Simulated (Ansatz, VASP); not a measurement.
## GeBr2: VASP beside Ansatz

One calculation is typed for both programs; each brings its own data sets and cutoff. How far apart do they land? The cell is generated by rule, not measured, and may not be a known phase. The cell is taken from a series of VASP runs on this material, whose earlier steps may have relaxed, scaled or displaced it; both programs get it as it stands.

Main program and level: Ansatz 0.2.0; plane waves, with VASP 6.6.1 beside it; zone-centre phonons at PBE and band structure at HSE06.

The structure was built from a prototype and need not be the compound's stable phase.

## 1. Starting point

Symmetry: Fm-3m, No. 225, cubic system. Conventional cell: a = 6.461 Å, b = 6.461 Å, c = 6.461 Å, α = 90.00°, β = 90.00°, γ = 90.00°. Nearest to Ge lie 8 Br at 2.80 Å. Nearest to Br lie 4 Ge at 2.80 Å. Farther neighbours and most contacts between anions are not listed.

Coordinates:

```cif
data_structure
_symmetry_space_group_name_H-M 'P 1'
_symmetry_Int_Tables_number 1
_cell_length_a 4.5685
_cell_length_b 4.5685
_cell_length_c 4.5685
_cell_angle_alpha 60.000
_cell_angle_beta 60.000
_cell_angle_gamma 60.000
_cell_volume 67.42
loop_
_atom_site_label
_atom_site_type_symbol
_atom_site_fract_x
_atom_site_fract_y
_atom_site_fract_z
_atom_site_occupancy
Ge1 Ge 0.00000 0.00000 0.00000 1
Br2 Br 0.25000 0.25000 0.25000 1
Br3 Br 0.75000 0.75000 0.75000 1
```

## 2. VASP: zone-centre phonons, PBE

Second derivatives magnify differences that forces hide, and they need a tight electronic threshold.

Lines of VASP's logs that name or quote its potential files are left out, and so is its time.

Contents of INCAR:

```
SYSTEM = GeBr2
PREC = Accurate
ENCUT = 410
EDIFF = 1E-08
NELM = 100
ISMEAR = 0
SIGMA = 0.02
LREAL = .FALSE.
ALGO = Normal
GGA = PE
NBANDS = 20
LORBIT = 11
LWAVE = .FALSE.
LCHARG = .FALSE.
KPAR = 4
IBRION = 8
LEPSILON = .TRUE.
```

Contents of POSCAR:

```
GeBr2
1.0
    0.0000000000      3.2303900000      3.2303900000
    3.2303900000      0.0000000000      3.2303900000
    3.2303900000      3.2303900000      0.0000000000
Ge Br
1 2
Direct
    0.0000000000      0.0000000000      0.0000000000
    0.2500000000      0.2500000000      0.2500000000
    0.7500000000      0.7500000000      0.7500000000
```

Contents of KPOINTS:

```
Automatic mesh
0
Gamma
10 10 10
0 0 0
```

PAW data sets: Ge_d and Br (PBE family, release 64).

Command:

```console
$ mpirun -np 4 vasp_std
```

Numbers of over 12 decimals in the logs are rounded to 6 here.

The program printed:

```text
[banner, memory and clock lines left out]
running    4 mpi-ranks, on    1 nodes
 distrk:  each k-point on    1 cores,    4 groups
 distr:  one band on    1 cores,    1 groups

 POSCAR found type information on POSCAR GeBr
 POSCAR found :  2 types and       3 ions
 LDA part: xc-table for (Slater+PW92), standard interpolation
 POSCAR, INCAR and KPOINTS ok, starting setup
 FFT: planning ... GRIDC
 FFT: planning ... GRID_SOFT
 FFT: planning ... GRID
 WAVECAR not read
 entering main loop
       N       E                     dE             d eps       ncg     rms          rms(c)
DAV:   1     0.211636284290E+03    0.21164E+03   -0.12045E+04  2312   0.227E+03
DAV:   2     0.187150826217E+02   -0.19292E+03   -0.18413E+03  2188   0.555E+02
DAV:   3    -0.748840397708E+01   -0.26203E+02   -0.25866E+02  2172   0.124E+02
DAV:   4    -0.841121284421E+01   -0.92281E+00   -0.92155E+00  2200   0.259E+01
DAV:   5    -0.842894531746E+01   -0.17732E-01   -0.17731E-01  2200   0.392E+00    0.780E+00
DAV:   6    -0.823202837575E+01    0.19692E+00   -0.42629E-01  2584   0.442E+00    0.458E+00
DAV:   7    -0.822657839256E+01    0.54500E-02   -0.16856E-01  2192   0.210E+00    0.138E+00
DAV:   8    -0.822751058259E+01   -0.93219E-03   -0.27793E-02  2324   0.170E+00    0.127E-01
DAV:   9    -0.822722917425E+01    0.28141E-03   -0.26866E-03  2372   0.655E-01    0.619E-02
DAV:  10    -0.822735233146E+01   -0.12316E-03   -0.24115E-04  2016   0.962E-02    0.364E-02
DAV:  11    -0.822738169526E+01   -0.29364E-04   -0.61110E-05  2004   0.603E-02    0.227E-02
DAV:  12    -0.822738137320E+01    0.32206E-06   -0.61069E-06  2148   0.210E-02    0.711E-03
DAV:  13    -0.822738150710E+01   -0.13390E-06   -0.10229E-06  1992   0.519E-03    0.378E-03
DAV:  14    -0.822738144848E+01    0.58623E-07   -0.41104E-07  2212   0.759E-03    0.112E-03
DAV:  15    -0.822738149044E+01   -0.41965E-07   -0.40290E-08  2016   0.125E-03    0.681E-04
DAV:  16    -0.822738153591E+01   -0.45471E-07   -0.46927E-09  1380   0.982E-04    0.419E-05
DAV:  17    -0.822738153546E+01    0.44929E-09   -0.14200E-09  1120   0.245E-04
   1 F= -.82273815E+01 E0= -.82273815E+01  d E =-.457493E-22
 Linear response reoptimize wavefunctions to high precision
DAV:   1    -0.822738153686E+01   -0.13933E-08   -0.17189E-10  1120   0.148E-04
DAV:   2    -0.822738153696E+01   -0.10505E-09   -0.21546E-11  1112   0.379E-05
DAV:   3    -0.822738153700E+01   -0.32287E-10   -0.81345E-12  1096   0.234E-05
 Linear response G [H, r] |phi>, progress :
  Direction:   1
       N       E                     dE             d eps       ncg     rms
RMM:   1    -0.489381184681E+02   -0.48938E+02    0.14836E+03  2097   0.661E+02
RMM:   2    -0.887295904834E+02   -0.39791E+02   -0.59111E+01  3782   0.407E+01
RMM:   3    -0.890161111328E+02   -0.28652E+00   -0.20607E+00  4029   0.834E+00
RMM:   4    -0.890283613692E+02   -0.12250E-01   -0.14007E-01  4174   0.165E+00
RMM:   5    -0.890282099621E+02    0.15141E-03   -0.10936E-02  4300   0.408E-01
RMM:   6    -0.890280842747E+02    0.12569E-03   -0.12325E-03  4280   0.890E-02
RMM:   7    -0.890279209636E+02    0.16331E-03    0.13079E-03  4348   0.258E-02
RMM:   8    -0.890280157131E+02   -0.94749E-04    0.26434E-04  4317   0.908E-03
RMM:   9    -0.890280373332E+02   -0.21620E-04   -0.14007E-04  4223   0.571E-03
RMM:  10    -0.890280309034E+02    0.64298E-05    0.11893E-04  4177   0.507E-03
RMM:  11    -0.890280306997E+02    0.20370E-06   -0.50566E-06  4028   0.497E-03
RMM:  12    -0.890280309986E+02   -0.29885E-06   -0.70594E-05  3892   0.495E-03
RMM:  13    -0.890280370394E+02   -0.60408E-05   -0.47390E-05  3790   0.494E-03
 Linear response G [H, r] |phi>, progress :
  Direction:   2
       N       E                     dE             d eps       ncg     rms
RMM:   1    -0.464274712620E+02   -0.46427E+02    0.14401E+03  2093   0.649E+02
RMM:   2    -0.808105386549E+02   -0.34383E+02   -0.58495E+01  3820   0.404E+01
RMM:   3    -0.812469094065E+02   -0.43637E+00   -0.18907E+00  4069   0.807E+00
RMM:   4    -0.812616877151E+02   -0.14778E-01   -0.13088E-01  4201   0.162E+00
RMM:   5    -0.812616750146E+02    0.12701E-04   -0.12806E-02  4332   0.396E-01
RMM:   6    -0.812612947160E+02    0.38030E-03   -0.54476E-04  4313   0.865E-02
RMM:   7    -0.812612770072E+02    0.17709E-04    0.60878E-04  4329   0.244E-02
RMM:   8    -0.812612460015E+02    0.31006E-04    0.16329E-04  4301   0.896E-03
RMM:   9    -0.812612112036E+02    0.34798E-04   -0.33249E-04  4245   0.543E-03
RMM:  10    -0.812611713400E+02    0.39864E-04   -0.21963E-03  4111   0.472E-03
RMM:  11    -0.812611393086E+02    0.32031E-04    0.13881E-03  4008   0.462E-03
RMM:  12    -0.812612252337E+02   -0.85925E-04   -0.76486E-04  3894   0.462E-03
RMM:  13    -0.812608309685E+02    0.39427E-03    0.65708E-03  3787   0.459E-03
 Linear response G [H, r] |phi>, progress :
  Direction:   3
       N       E                     dE             d eps       ncg     rms
[...]
Linear response to external field (no local field effect), progress :
  Direction:   2
       N       E                     dE             d eps       ncg     rms          rms(c)
RMM:   1    -0.261380530932E+00   -0.26138E+00    0.49621E+00  2116   0.202E+01
RMM:   2    -0.146444443379E+01   -0.12031E+01   -0.31408E-01  3886   0.223E+00
RMM:   3    -0.146728279557E+01   -0.28384E-02   -0.11271E-02  3876   0.453E-01
[...]
RMM:  13    -0.152757696559E+01    0.19528E-06   -0.25453E-07  4154   0.105E-04    0.738E-06
 change of polarisation eV/A/(eV/A) component  1 :     2.838     0.027    -0.021
 dielectric tensor                  component  1 :     8.616     0.072    -0.057
 Linear response to external field, progress :
  Direction:   2
       N       E                     dE             d eps       ncg     rms          rms(c)
RMM:   1    -0.284906185431E+00   -0.28491E+00    0.51286E+00  4707   0.201E+01
RMM:   2    -0.154531037298E+01   -0.12604E+01   -0.33883E-01  8380   0.224E+00    0.222E+00
RMM:   3    -0.146244033306E+01    0.82870E-01   -0.96671E-02  7889   0.159E+00    0.115E+00
RMM:   4    -0.150244554431E+01   -0.40005E-01   -0.94865E-02  8546   0.150E+00    0.240E-01
RMM:   5    -0.152468349294E+01   -0.22238E-01   -0.36055E-03  8340   0.374E-01    0.316E-02
RMM:   6    -0.152661530280E+01   -0.19318E-02   -0.23459E-04  8531   0.790E-02    0.189E-02
RMM:   7    -0.152743915182E+01   -0.82385E-03   -0.32864E-05  8267   0.303E-02    0.341E-03
RMM:   8    -0.152765429379E+01   -0.21514E-03   -0.24678E-06  8179   0.731E-03    0.192E-03
RMM:   9    -0.152758232313E+01    0.71971E-04   -0.62119E-07  8470   0.342E-03    0.454E-04
RMM:  10    -0.152758409951E+01   -0.17764E-05   -0.21521E-07  8695   0.122E-03    0.320E-04
RMM:  11    -0.152757874798E+01    0.53515E-05   -0.37154E-07  8702   0.598E-04    0.373E-05
RMM:  12    -0.152757738530E+01    0.13627E-05   -0.25538E-07  6969   0.188E-04    0.231E-05
RMM:  13    -0.152757719969E+01    0.18562E-06   -0.32673E-08  4110   0.105E-04    0.721E-06
 change of polarisation eV/A/(eV/A) component  2 :     0.057     2.838     0.023
 dielectric tensor                  component  2 :     0.153     8.616     0.061
 Linear response to external field, progress :
  Direction:   3
       N       E                     dE             d eps       ncg     rms          rms(c)
RMM:   1    -0.284906236716E+00   -0.28491E+00    0.51286E+00  4707   0.201E+01
RMM:   2    -0.154531128676E+01   -0.12604E+01   -0.33912E-01  8380   0.224E+00    0.222E+00
RMM:   3    -0.146244143579E+01    0.82870E-01   -0.96679E-02  7887   0.159E+00    0.115E+00
RMM:   4    -0.150244831959E+01   -0.40007E-01   -0.94873E-02  8545   0.150E+00    0.240E-01
RMM:   5    -0.152467624632E+01   -0.22228E-01   -0.36047E-03  8340   0.374E-01    0.316E-02
RMM:   6    -0.152661574907E+01   -0.19395E-02   -0.23412E-04  8528   0.790E-02    0.189E-02
RMM:   7    -0.152744028650E+01   -0.82454E-03   -0.32800E-05  8269   0.303E-02    0.342E-03
RMM:   8    -0.152765481083E+01   -0.21452E-03   -0.24478E-06  8176   0.730E-03    0.193E-03
RMM:   9    -0.152758316028E+01    0.71651E-04   -0.61095E-07  8466   0.342E-03    0.455E-04
RMM:  10    -0.152758454030E+01   -0.13800E-05   -0.21471E-07  8688   0.121E-03    0.319E-04
RMM:  11    -0.152757941500E+01    0.51253E-05   -0.46673E-07  8699   0.598E-04    0.376E-05
RMM:  12    -0.152757808695E+01    0.13280E-05   -0.15563E-07  6971   0.190E-04    0.242E-05
RMM:  13    -0.152757790013E+01    0.18682E-06    0.17791E-07  4210   0.107E-04    0.736E-06
 change of polarisation eV/A/(eV/A) component  3 :     0.016     0.062     2.838
 dielectric tensor                  component  3 :     0.042     0.166     8.616
 Linear response DOF=           2
 Linear response progress:
  Degree of freedom:   1/  2
       N       E                     dE             d eps       ncg     rms          rms(c)
RMM:   1    -0.190762642910E+00   -0.19076E+00    0.38148E+00  4704   0.422E+01
RMM:   2    -0.196157238416E+00   -0.53946E-02   -0.93383E-03  7481   0.643E-01    0.769E-02
RMM:   3    -0.195833336762E+00    0.32390E-03   -0.47576E-04  7829   0.169E-01    0.412E-02
RMM:   4    -0.195566063416E+00    0.26727E-03   -0.92255E-05  8272   0.714E-02    0.114E-02
RMM:   5    -0.195554920580E+00    0.11143E-04   -0.12219E-05  8501   0.260E-02    0.151E-03
RMM:   6    -0.195560764132E+00   -0.58436E-05   -0.26756E-06  8742   0.103E-02    0.682E-04
RMM:   7    -0.195564562092E+00   -0.37980E-05   -0.79451E-07  8639   0.461E-03    0.313E-04
RMM:   8    -0.195564433005E+00    0.12909E-06    0.24333E-07  8614   0.252E-03    0.114E-04
RMM:   9    -0.195566007166E+00   -0.15742E-05   -0.36477E-07  8816   0.129E-03    0.413E-05
RMM:  10    -0.195566292758E+00   -0.28559E-06   -0.71666E-07  8994   0.755E-04    0.379E-05
RMM:  11    -0.195566817907E+00   -0.52515E-06   -0.47742E-07  8791   0.470E-04    0.714E-06
RMM:  12    -0.195566708790E+00    0.10912E-06   -0.22827E-07  8723   0.304E-04    0.125E-05
RMM:  13    -0.195566853642E+00   -0.14485E-06   -0.17596E-07  8866   0.207E-04    0.473E-06
RMM:  14    -0.195567005667E+00   -0.15203E-06   -0.89377E-08  8799   0.149E-04    0.486E-06
RMM:  15    -0.195566939208E+00    0.66459E-07   -0.53478E-08  8567   0.107E-04    0.241E-06
RMM:  16    -0.195566950072E+00   -0.10864E-07   -0.39313E-08  7893   0.766E-05    0.262E-06
RMM:  17    -0.195566957809E+00   -0.77374E-08   -0.31573E-08  7305   0.593E-05    0.285E-06
 first order change of Fermi-energy   0.30273E-03
 force on displaced ion       1 direction 1 :  -1.784   0.000   0.000
 Born effective charge ion    1 direction 1 :   4.460   0.000   0.000
 Linear response progress:
  Degree of freedom:   2/  2
       N       E                     dE             d eps       ncg     rms          rms(c)
RMM:   1    -0.144347248431E+00   -0.14435E+00    0.67973E-02 14666   0.169E+00
RMM:   2    -0.142465657561E+00    0.18816E-02   -0.41952E-03 12141   0.357E-01    0.729E-02
RMM:   3    -0.142809610390E+00   -0.34395E-03   -0.12763E-04 13367   0.663E-02    0.377E-02
RMM:   4    -0.143164738423E+00   -0.35513E-03   -0.31137E-05 13519   0.327E-02    0.609E-03
RMM:   5    -0.143201627691E+00   -0.36889E-04   -0.65995E-07 13681   0.755E-03    0.236E-03
RMM:   6    -0.143196419692E+00    0.52080E-05   -0.25755E-09 13539   0.144E-03    0.118E-03
RMM:   7    -0.143198509280E+00   -0.20896E-05   -0.51722E-08 13507   0.775E-04    0.184E-04
RMM:   8    -0.143198146591E+00    0.36269E-06   -0.49462E-08 13674   0.182E-04    0.557E-05
RMM:   9    -0.143197922214E+00    0.22438E-06   -0.19512E-08 13705   0.122E-04    0.141E-05
RMM:  10    -0.143197914716E+00    0.74979E-08   -0.77793E-09 13908   0.602E-05    0.839E-06
 first order change of Fermi-energy  -0.29825E-03
 force on displaced ion       2 direction 1 :  -4.884  -0.000  -0.000
 Born effective charge ion    2 direction 1 :  -2.230   0.000   0.000
 Born effective charges drift removed
 Linear response finished
```

[end of part 1 of 3]

[Lines on the potential files, build, host, timing and source positions are cut from VASP's logs without a mark.]

[Logs are printed without paths, hosts, clocks, repeated set-up lines and the standing remarks that a program may print on its own settings, such as how far it seeks lower states.]

[Hosts, paths, dates, database ids (printed as entryN), source tags and the programs' standing remarks are cut or masked in the printed files.]
